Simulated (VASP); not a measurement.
# CaF2 (Fluorite): relaxation of the atoms with LDA

Crystal: CaF2 (Fluorite).

```
Ca F
1.0
     0.00000    2.71965    2.71965
     2.71965    0.00000    2.71965
     2.71965    2.71965    0.00000
Ca F
1 2
Direct
  0.00000 0.00000 0.00000
  0.25000 0.25000 0.25000
  0.75000 0.75000 0.75000
```

The cell isn't the ideal one: a relaxed cell with its volume scaled by 1.06.

| Property | Result |
| --- | --- |
| Program | VASP 6.6.1 |
| Task | relaxation of the atoms |
| Functional | LDA |
| Potentials or basis | VASP PAW LDA potentials, release 64 (Ca_sv, F) |
| Cutoff | 600 eV |
| k mesh | 8 × 8 × 8 |
| Occupations | gaussian, width 0.03 eV |
| Spin | no spin polarisation |
| Further INCAR settings | ALGO = Fast; EDIFF = 1e-07; IBRION = 2; EDIFFG = -0.01; NSW = 40 |

| Property | Result |
| --- | --- |
| Pressure after relaxing | -5.2 GPa |
| Band gap on the k mesh | 6.98 eV, indirect (least direct gap 7.24 eV) |

Final structure:
```xyz
3
Lattice="0.0000 2.7196 2.7196 2.7196 0.0000 2.7196 2.7196 2.7196 0.0000" Properties=species:S:1:pos:R:3 pbc="T T T"
Ca    0.0000    0.0000    0.0000
F     1.3598    1.3598    1.3598
F     4.0795    4.0795    4.0795
```

Levels at points of the mesh, in eV from the valence-band top:
| k point | band 9 | band 10 | band 11 | band 12 | band 13 | band 14 | band 15 | band 16 |
| --- | --- | --- | --- | --- | --- | --- | --- | --- |
| (0.00, 0.00, 0.00) | -2.21 | -0.26 | -0.26 | -0.26 | 6.98 | 9.08 | 9.08 | 11.29 |
| (0.50, 0.00, 0.00) | -1.35 | -1.29 | -0.86 | -0.86 | 9.31 | 9.31 | 9.74 | 10.36 |
| (0.50, 0.50, 0.00) | -1.70 | -0.38 | -0.38 | 0.00 | 7.91 | 9.50 | 10.08 | 10.92 |

Wall time 15 s on 1 thread of Intel(R) Xeon(R) 6975P-C (Granite Rapids), on a shared host, peak memory 0.17 GiB.

Caveat: the relaxation stopped at its first step, so nothing moved. A k mesh can miss the band edges.
